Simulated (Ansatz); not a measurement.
# armchair SiC nanoribbon (N = 5, H edges): bands under strain

What gap, if any, does the armchair SiC nanoribbon (N = 5, H edges) have, and how does it change under strain?

Method: DFT PBE, plane waves, PAW; relaxation of a wire's period, in the first sound run; inputs show where later runs differ, in Ansatz 0.2.0.

### 1. Set-up

The cell holds 14 atoms: 5 Si, 5 C and 4 H. Its edges and angles: a = 15.660 Å, b = 7.000 Å, c = 5.370 Å, α = 90.0°, β = 90.0°, γ = 90.0°. Vacuum lies along a and b. The structure's axis is c.

### 2. Relaxing the period

Band widths follow the bond lengths, so the wire is relaxed first. The atoms and the third cell vector are free; the box across stays fixed as vacuum. A Fermi-Dirac smearing is set since the result may be a metal. The pressure printed is a third of the stress's trace over the whole box, vacuum included; only the stress along the axis is relaxed.

input.yaml reads:

```yaml
crystal:
  lattice:
    - [15.66, 0.0, 0.0]
    - [0.0, 7.0, 0.0]
    - [0.0, 0.0, 5.37]
  atoms:
    - { symbol: Si, position: [0.302027846, 0.5, 0.0] }
    - { symbol: Si, position: [0.500008111, 0.5, 0.0] }
    - { symbol: Si, position: [0.697988376, 0.5, 0.0] }
    - { symbol: C, position: [0.302027846, 0.5, 0.333333333] }
    - { symbol: C, position: [0.500008111, 0.5, 0.333333333] }
    - { symbol: C, position: [0.697988376, 0.5, 0.333333333] }
    - { symbol: H, position: [0.242854974, 0.5, 0.432960894] }
    - { symbol: H, position: [0.757161248, 0.5, 0.432960894] }
    - { symbol: Si, position: [0.401017979, 0.5, 0.5] }
    - { symbol: Si, position: [0.598998243, 0.5, 0.5] }
    - { symbol: C, position: [0.401017979, 0.5, 0.833333333] }
    - { symbol: C, position: [0.598998243, 0.5, 0.833333333] }
    - { symbol: H, position: [0.223499361, 0.5, 0.867783985] }
    - { symbol: H, position: [0.776516861, 0.5, 0.867783985] }
kpoints:
  mp_grid: { grid: [1, 1, 15] }
scf:
  occupations: { method: fermi_dirac, width: 0.05 }
hamiltonian:
  xc: pbe
relax:
  cell: { fix: [a, b, alpha, beta, gamma] }
  max_steps: 45
  f_tol: 0.03
```

On the command line:

```console
$ ansatz run input.yaml --threads 4 --pin off --max-ram 16384MiB --backend cpu --events-out ev --progress --plain --runs-dir out
```

Numbers of over 12 decimals in the logs are rounded to 6 here.

Output:

```text
Engine: ansatz 0.2.0, aarch64-unknown-linux-gnu
Pseudopotentials: kind: paw
Pseudopotential: Si, paw, valence charge 4, recommended cutoff 420 eV (normal), Si.paw.azcp
Pseudopotential: C, paw, valence charge 4, recommended cutoff 420 eV (normal), C.paw.azcp
Pseudopotential: H, paw, valence charge 1, recommended cutoff 420 eV (normal), H.paw.azcp
Functional definition: PBE
  parameter kappa = 0.804
  parameter beta = 0.066725
  exchange = pbe_x(kappa = kappa, mu = beta*pi^2/3)
  correlation = pbe_c(beta = beta)
Crystal: 14 atoms, lattice volume = 588.659 Å³
Basis set: ecut = 420 eV, 11459 PW (Γ), exchange–correlation on 216×96×72 points (8 copies of the dense FFT grid, shifted against one another)
Bands: 36, of which v1, the nominal top of the filled ones, is band 22 counted from 1 (21 counted from 0)
Symmetry: 4 space group operations
Space group: Pmm2 (ITA 25), of the structure as read, at distance tolerance 8.4e-5 Å
k-points: 8 of 15 (time reversal used)
Non-local potential: Si, projectors of the file, l = 0: 2, l = 1: 2, l = 2: 2
Non-local potential: C, projectors of the file, l = 0: 2, l = 1: 2, l = 2: 1
Non-local potential: H, projectors of the file, l = 0: 2, l = 1: 1
PAW form: soft (Blöchl's): semilocal exchange-correlation on the pseudo side does not see the compensation charge
PAW one-centre angular grid: Si, 110 points (default); XC on 64 Gauss nodes
PAW one-centre angular grid: C, 110 points (default); XC on 64 Gauss nodes
PAW one-centre angular grid: H, 110 points (default); XC on 64 Gauss nodes
Initial density: superposition of atomic densities (neutral atoms: chi_scale 0, normalization atom), corrected by the library's trained network
Initial wavefunctions: pseudopotential atomic-orbital guess
Functional: x = pbe(κ = 0.804, μ = 0.219515), c = pbe(β = 0.066725)
SCF iter   1: F=—  HF=-4492.993375 eV  |F-HF|=—  |Δ(HF+E_count)|=         —  Δρ=1.92e-3  dr2=3.52e-2  ethr=1.77e-3  ⟨swp⟩=9.4  Hψ=1848  notcnv=0  defer=8
preconditioner: auto → Resta (q_TF=auto, 1.771 Å⁻¹)  ε∞=2.0  [insulator: Δε(μ)=2.092 eV  Ē_g=10.112 eV  σ=0.050 eV  W_gap=1.00  n_scr=56 (ndim 8)  ℏωp=10.2 eV  f_vac=0.586  D(μ)=0.00/eV (n_scr^D=0)  ε∞_Penn≈2.0  vacuum switching on, ρ_ref=7.4e-3 e/Å³]
SCF iter   2: F=—  HF=-4493.002710 eV  |F-HF|=—  |Δ(HF+E_count)|=   9.34e-3  Δρ=1.06e-3  dr2=7.65e-3  ethr=7.99e-5  ⟨swp⟩=2.1  Hψ=510  notcnv=0  defer=56
SCF iter   3: F=—  HF=-4493.007459 eV  |F-HF|=—  |Δ(HF+E_count)|=   4.75e-3  Δρ=4.95e-4  dr2=2.42e-3  ethr=1.74e-5  ⟨swp⟩=2.1  Hψ=453  notcnv=0  defer=56
SCF iter   4: F=—  HF=-4493.008130 eV  |F-HF|=—  |Δ(HF+E_count)|=   6.70e-4  Δρ=1.48e-4  dr2=2.83e-4  ethr=5.50e-6  ⟨swp⟩=2.1  Hψ=440  notcnv=0  defer=56
SCF iter   5: F=—  HF=-4493.008096 eV  |F-HF|=—  |Δ(HF+E_count)|=   3.33e-5  Δρ=5.73e-5  dr2=1.92e-5  ethr=6.43e-7  ⟨swp⟩=2.0  Hψ=362  notcnv=0  defer=56
SCF iter   6: F=—  HF=-4493.008646 eV  |F-HF|=—  |Δ(HF+E_count)|=   5.50e-4  Δρ=2.34e-5  dr2=4.94e-6  ethr=4.37e-8  ⟨swp⟩=2.0  Hψ=460  notcnv=0  defer=56
SCF iter   7: F=—  HF=-4493.008647 eV  |F-HF|=—  |Δ(HF+E_count)|=   6.20e-7  Δρ=5.39e-6  dr2=1.44e-7  ethr=1.12e-8  ⟨swp⟩=2.2  Hψ=397  notcnv=0  defer=56
SCF iter   8: F=-4493.008647 eV  HF=-4493.008647 eV  |F-HF|=1.33e-9  |Δ(HF+E_count)|=   2.43e-7  Δρ=1.90e-6  dr2=2.62e-8  ethr=2.27e-10  ⟨swp⟩=5.0  Hψ=979  notcnv=0
SCF 1 converged in 8 iterations: F = -4493.008647 eV  dr2 = 2.62e-8
  greatest PAW one-centre occupation: 0.652 electrons in one spin orbital (limit 2), on the C atom at site 5 (counted from 0), in its partial waves of l = 0
relax step   1: F+E_penalty+E_count = -4493.00864681 eV  Δ(F+E_penalty+E_count) = +0.000e0 eV  max|allowed force component| = 1.876e0 eV/Å  Δτ_max = 0.0000 Å  P = +0.129 GPa  Ω = 588.659 Å³  fix = [a, b, alpha, beta, gamma]  reactions: a +0.404, b +0.287 GPa  (8 SCF iters, dr2 threshold 1.00e-7 eV, accepted)
Crystal: 14 atoms, lattice volume = 591.511 Å³
Basis set: ecut = 420 eV, 11565 PW (Γ), exchange–correlation on 216×96×72 points (8 copies of the dense FFT grid, shifted against one another)
Initial density: handed on by an earlier stage of this run
Initial wavefunctions: those handed on with the density
iter 1 solved again at ethr=5.86e-5 eV; its pass at ethr=3.10e-3 eV (dr2=2.58e-2 eV) is discarded
SCF iter   1: F=—  HF=-4493.187276 eV  |F-HF|=—  |Δ(HF+E_count)|=         —  Δρ=2.52e-3  dr2=2.58e-2  ethr=5.86e-5  ⟨swp⟩=3.4  Hψ=1571  notcnv=0
preconditioner: auto → Resta (q_TF=auto, 1.769 Å⁻¹)  ε∞=2.0  [insulator: Δε(μ)=2.143 eV  Ē_g=10.097 eV  σ=0.050 eV  W_gap=1.00  n_scr=56 (ndim 8)  ℏωp=10.1 eV  f_vac=0.589  D(μ)=0.00/eV (n_scr^D=0)  ε∞_Penn≈2.0  vacuum switching on, ρ_ref=7.4e-3 e/Å³]
SCF iter   2: F=—  HF=-4493.182130 eV  |F-HF|=—  |Δ(HF+E_count)|=   5.15e-3  Δρ=1.13e-3  dr2=4.97e-3  ethr=5.86e-5  ⟨swp⟩=2.6  Hψ=451  notcnv=0
SCF iter   3: F=—  HF=-4493.181749 eV  |F-HF|=—  |Δ(HF+E_count)|=   3.81e-4  Δρ=4.12e-4  dr2=1.33e-3  ethr=1.13e-5  ⟨swp⟩=2.5  Hψ=474  notcnv=0
SCF iter   4: F=—  HF=-4493.182101 eV  |F-HF|=—  |Δ(HF+E_count)|=   3.52e-4  Δρ=1.06e-4  dr2=8.55e-5  ethr=3.02e-6  ⟨swp⟩=2.0  Hψ=433  notcnv=0
SCF iter   5: F=—  HF=-4493.182101 eV  |F-HF|=—  |Δ(HF+E_count)|=   3.78e-7  Δρ=2.97e-5  dr2=5.42e-6  ethr=1.94e-7  ⟨swp⟩=2.5  Hψ=468  notcnv=0
SCF iter   6: F=-4493.182102 eV  HF=-4493.182102 eV  |F-HF|=3.49e-7  |Δ(HF+E_count)|=   1.52e-6  Δρ=1.25e-5  dr2=1.13e-6  ethr=3.18e-9  ⟨swp⟩=5.0  Hψ=973  notcnv=0
SCF 2 converged in 6 iterations: F = -4493.182102 eV  dr2 = 1.13e-6
relax step   2: F+E_penalty+E_count = -4493.18210198 eV  Δ(F+E_penalty+E_count) = -1.735e-1 eV  max|allowed force component| = 7.570e-1 eV/Å  Δτ_max = 0.0482 Å  P = +0.032 GPa  Ω = 591.511 Å³  energy of the carried Pulay correction = -1.109e-3 eV  fix = [a, b, alpha, beta, gamma]  reactions: a +0.140, b +0.278 GPa  (6 SCF iters, dr2 threshold 1.40e-6 eV, accepted)
Crystal: 14 atoms, lattice volume = 592.112 Å³
Basis set: ecut = 420 eV, 11581 PW (Γ), exchange–correlation on 216×96×72 points (8 copies of the dense FFT grid, shifted against one another)
iter 1 solved again at ethr=3.51e-5 eV; its pass at ethr=3.10e-3 eV (dr2=1.55e-2 eV) is discarded
SCF iter   1: F=—  HF=-4493.217032 eV  |F-HF|=—  |Δ(HF+E_count)|=         —  Δρ=1.75e-3  dr2=1.54e-2  ethr=3.51e-5  ⟨swp⟩=3.0  Hψ=1296  notcnv=0
preconditioner: auto → Resta (q_TF=auto, 1.769 Å⁻¹)  ε∞=2.0  [insulator: Δε(μ)=2.211 eV  Ē_g=10.127 eV  σ=0.050 eV  W_gap=1.00  n_scr=56 (ndim 8)  ℏωp=10.1 eV  f_vac=0.589  D(μ)=0.00/eV (n_scr^D=0)  ε∞_Penn≈2.0  vacuum switching on, ρ_ref=7.4e-3 e/Å³]
SCF iter   2: F=—  HF=-4493.213614 eV  |F-HF|=—  |Δ(HF+E_count)|=   3.42e-3  Δρ=7.03e-4  dr2=2.38e-3  ethr=3.50e-5  ⟨swp⟩=2.0  Hψ=410  notcnv=0
SCF iter   3: F=—  HF=-4493.213366 eV  |F-HF|=—  |Δ(HF+E_count)|=   2.48e-4  Δρ=3.46e-4  dr2=6.17e-4  ethr=5.40e-6  ⟨swp⟩=2.1  Hψ=417  notcnv=0
SCF iter   4: F=—  HF=-4493.213856 eV  |F-HF|=—  |Δ(HF+E_count)|=   4.90e-4  Δρ=9.13e-5  dr2=4.24e-5  ethr=1.40e-6  ⟨swp⟩=2.1  Hψ=432  notcnv=0
SCF iter   5: F=—  HF=-4493.213860 eV  |F-HF|=—  |Δ(HF+E_count)|=   4.20e-6  Δρ=2.38e-5  dr2=4.01e-6  ethr=9.64e-8  ⟨swp⟩=2.9  Hψ=513  notcnv=0
SCF iter   6: F=-4493.213860 eV  HF=-4493.213860 eV  |F-HF|=2.77e-8  |Δ(HF+E_count)|=   2.15e-8  Δρ=7.68e-6  dr2=3.55e-7  ethr=3.18e-9  ⟨swp⟩=5.0  Hψ=961  notcnv=0
SCF 3 converged in 6 iterations: F = -4493.213860 eV  dr2 = 3.55e-7
  greatest PAW one-centre occupation: 0.654 electrons in one spin orbital (limit 2), on the C atom at site 3 (counted from 0), in its partial waves of l = 0
relax step   3: F+E_penalty+E_count = -4493.21386047 eV  Δ(F+E_penalty+E_count) = -3.176e-2 eV  max|allowed force component| = 6.136e-2 eV/Å  Δτ_max = 0.0246 Å  P = +0.124 GPa  Ω = 592.112 Å³  energy of the carried Pulay correction = -1.341e-3 eV  fix = [a, b, alpha, beta, gamma]  reactions: a +0.040, b +0.273 GPa  (6 SCF iters, dr2 threshold 1.40e-6 eV, accepted)
[...]
relax step   4: F+E_penalty+E_count = -4493.21409975 eV  Δ(F+E_penalty+E_count) = -2.393e-4 eV  max|allowed force component| = 2.694e-2 eV/Å  Δτ_max = 0.0083 Å  P = +0.073 GPa  Ω = 592.293 Å³  energy of the carried Pulay correction = -1.412e-3 eV  fix = [a, b, alpha, beta, gamma]  reactions: a -0.036, b +0.273 GPa  (5 SCF iters, dr2 threshold 2.35e-7 eV, accepted)
Basis set: ecut = 420 eV, 11585 PW (Γ), exchange–correlation on 216×96×80 points (8 copies of the dense FFT grid, shifted against one another)
Initial wavefunctions: pseudopotential atomic-orbital guess (no wavefunctions were taken with the density)
iter 1 solved again at ethr=1.90e-6 eV; its pass at ethr=3.10e-3 eV (dr2=8.36e-4 eV) is discarded
SCF iter   1: F=—  HF=-4493.214966 eV  |F-HF|=—  |Δ(HF+E_count)|=         —  Δρ=2.84e-5  dr2=3.78e-7  ethr=1.90e-6  ⟨swp⟩=4.2  Hψ=2577  notcnv=0
eigensolver tolerance schedule: the retry pair's looser diagonalisation over-reported the residual by 2211.47 of it (diagonalisation noise at an unbounded share of the residual, at the tolerance the schedule requests for it); recorded, not acted on — ethr = c·dr2/N_el stays at c = 1.0e-1
preconditioner: auto → Resta (q_TF=auto, 1.769 Å⁻¹)  ε∞=2.0  [insulator: Δε(μ)=2.193 eV  Ē_g=10.118 eV  σ=0.050 eV  W_gap=1.00  n_scr=56 (ndim 8)  ℏωp=10.1 eV  f_vac=0.588  D(μ)=0.00/eV (n_scr^D=0)  ε∞_Penn≈2.0  vacuum switching on, ρ_ref=7.4e-3 e/Å³]
SCF iter   2: F=—  HF=-4493.215432 eV  |F-HF|=—  |Δ(HF+E_count)|=   4.66e-4  Δρ=1.42e-5  dr2=8.16e-8  ethr=8.59e-10  ⟨swp⟩=3.2  Hψ=614  notcnv=0
SCF iter   3: F=—  HF=-4493.215593 eV  |F-HF|=—  |Δ(HF+E_count)|=   1.61e-4  Δρ=2.34e-6  dr2=1.39e-8  ethr=1.86e-10  ⟨swp⟩=2.0  Hψ=464  notcnv=0
SCF iter   4: F=—  HF=-4493.215598 eV  |F-HF|=—  |Δ(HF+E_count)|=   5.18e-6  Δρ=5.31e-7  dr2=2.28e-9  ethr=3.15e-11  ⟨swp⟩=2.0  Hψ=464  notcnv=0
SCF iter   5: F=-4493.215598 eV  HF=-4493.215598 eV  |F-HF|=1.33e-9  |Δ(HF+E_count)|=   2.23e-7  Δρ=1.48e-7  dr2=1.24e-10  ethr=1.00e-12  ⟨swp⟩=4.0  Hψ=1202  notcnv=0
SCF 5 converged in 5 iterations: F = -4493.215598 eV  dr2 = 1.24e-10
relax step   5: F+E_penalty+E_count = -4493.21559792 eV  Δ(F+E_penalty+E_count) = -1.498e-3 eV  max|allowed force component| = 2.682e-2 eV/Å  Δτ_max = 0.0000 Å  P = +0.075 GPa  Ω = 592.293 Å³  fix = [a, b, alpha, beta, gamma]  reactions: a -0.037, b +0.276 GPa  stress off target by 1.47e-2 GPa on what of the cell is left free  SCF on the basis re-selected at this cell (its energy is not comparable with the rows above)  (5 SCF iters)
basis re-selected at this cell: Δ(F+E_penalty+E_count) = -1.498e-3 eV, ΔP = +0.002 GPa vs the last step (what re-selecting the basis moved, of the pressure what is left beyond the Pulay correction that the steps carried, after the strain that the cell walked since its last selection, with what the two solves' SCF thresholds leave and, on support functions, any second-order correction that the steps lacked; it is no measure of the basis error at this ecutwfc). The dense FFT grid was sized anew with the basis: this SCF ran on 108×48×40 points, the steps before it on 108×48×36, so part of this shift can come from that change (see relax.cell in the input reference). [rest of the remark cut]
SCF converged after 5 iterations
Free energy (F): -4493.215598 eV
Harris-Foulkes:  -4493.215598 eV  (|F-HF|=1.33e-9)
Internal energy: -4493.215598 eV  (E = F + TS)
E sigma→0 (E₀):  -4493.215598 eV
Fermi energy:    -1.042831 eV
--- Per-component energies (eV) ---
  E_band       = -343.112345
  E_kinetic    = 708.525166
  E_local      = -5287.115377  (includes V_loc(G=0)·N_el)
  E_nonlocal   = 270.845004
  E_hartree    = 2294.163196
  E_xc         = -550.803389
  E_vxc        = -575.215612  (∫ρ·V_xc dr)
  E_paw        = -3062.506790  (= ΣΔE_a)
  E_vpaw       = -48.473401  (= ΣTr[D̂ρ^β])
  E_aug_tail   = -0.005099  (compensation charges beyond the density's cutoff)
  E_ewald      = 1133.681691
  E_smearing   = -0.000000  (= −TS)
  E_closure    = 0.000000  (closes the sum)
  Σ components = -4493.215598   (vs F -4493.215598, Δ=0.00e0)
--- Forces (eV/Å), atoms counted from 1 ---
  atom   1  Si     0.00396818     0.00000000     0.00513891
  atom   2  Si     0.00000000     0.00000000     0.00818051
  atom   3  Si    -0.00396818     0.00000000     0.00513891
  atom   4  C     -0.01232311     0.00000000    -0.02158719
  atom   5  C      0.00000000     0.00000000    -0.00376215
  atom   6  C      0.01232311     0.00000000    -0.02158719
  atom   7  H     -0.00119359     0.00000000     0.00692012
  atom   8  H      0.00119359     0.00000000     0.00692012
  atom   9  Si     0.00251760     0.00000000    -0.00572180
  atom  10  Si    -0.00251760     0.00000000    -0.00572180
  atom  11  C     -0.01393736     0.00000000     0.00322142
  atom  12  C      0.01393736     0.00000000     0.00322142
  atom  13  H      0.02682249     0.00000000     0.00982508
  atom  14  H     -0.02682249     0.00000000     0.00982508
  max |Σ_I F_I| component: 1.14e-5 eV/Å
--- Stress (GPa, compression-positive) ---
       -0.037274       0.000000       0.000000
        0.000000       0.275787       0.000000
        0.000000       0.000000      -0.014681
  P = ⅓ Tr σ = 0.0746 GPa (0.746 kbar)
--- Relaxed structure (4 steps of the walk, 4 accepted, 1 SCFs on fresh bases) ---
  F+E_penalty+E_count = -4493.21559792 eV   max|allowed force component| = 2.682e-2 eV/Å   (the final SCF, on the basis selected at the relaxed cell)
  cell:  # Å, volume = 592.2933 Å³
    - [15.66, 0.0, 0.0]
    - [0.0, 7.0, 0.0]
    - [0.0, 0.0, 5.403150]
  atoms:
    - { symbol: Si, position: [0.305742, 0.5, 0.00759254] }
    - { symbol: Si, position: [0.500008111, 0.5, 0.000973425] }
    - { symbol: Si, position: [0.694274, 0.5, 0.00759254] }
    - { symbol: C, position: [0.303666, 0.5, 0.330693] }
    - { symbol: C, position: [0.500008111, 0.5, 0.332752] }
    - { symbol: C, position: [0.696350, 0.5, 0.330693] }
    - { symbol: H, position: [0.242217, 0.5, 0.425773] }
    - { symbol: H, position: [0.757799, 0.5, 0.425773] }
    - { symbol: Si, position: [0.400869, 0.5, 0.499753] }
    - { symbol: Si, position: [0.599147, 0.5, 0.499753] }
    - { symbol: C, position: [0.401581, 0.5, 0.831994] }
    - { symbol: C, position: [0.598435, 0.5, 0.831994] }
    - { symbol: H, position: [0.222752, 0.5, 0.871409] }
    - { symbol: H, position: [0.777265, 0.5, 0.871409] }
```

Wall time 19 s (4 threads of Arm Neoverse V1, shared host); peak memory 0.86 GiB.

Relaxation path:

```
step  energy less that of the first step (eV)  largest force component (eV/Å)  pressure (GPa)  volume (Å³)
   1                                   0.0000                          1.8757            0.13       588.66
   2                                  -0.1735                          0.7570            0.03       591.51
   3                                  -0.2052                          0.0614            0.12       592.11
   4                                  -0.2055                          0.0269            0.07       592.29
  5*                                  -0.2070                          0.0268            0.07       592.29
```

Relaxation steps marked * repeat the geometry before them on a plane-wave basis chosen anew for their cell, so energy and pressure can jump there.

Forces are held to the 4 operations that the run works with; a distortion that breaks them can't arise in this run.

```
cell as run  before  after  change
      c (Å)   5.370  5.403  +0.6 %
```

The atoms that moved most (Å, along periodic axes as changes of fractional coordinates times the final cell, across vacuum about the mean position):

```
atom      dx     dy      dz  length
 Si3  -0.058  0.000   0.041   0.071
 Si1   0.058  0.000   0.041   0.071
  H8   0.010  0.000  -0.039   0.040
  H7  -0.010  0.000  -0.039   0.040
  C6  -0.026  0.000  -0.014   0.029
  C4   0.026  0.000  -0.014   0.029
 H14   0.012  0.000   0.020   0.023
 H13  -0.012  0.000   0.020   0.023
```

This step gave:

- cell length along the wire: 5.403 Å

The cell's length comes to 5.403 Å with spin left out.

(Continued in part 2 of 3.)

[Logs are printed without paths, hosts, clocks, repeated set-up lines and the standing remarks that a program may print on its own settings, such as how far it seeks lower states.]

[Hosts, paths, dates, database ids (printed as entryN), source tags and the programs' standing remarks are cut or masked in the printed files.]
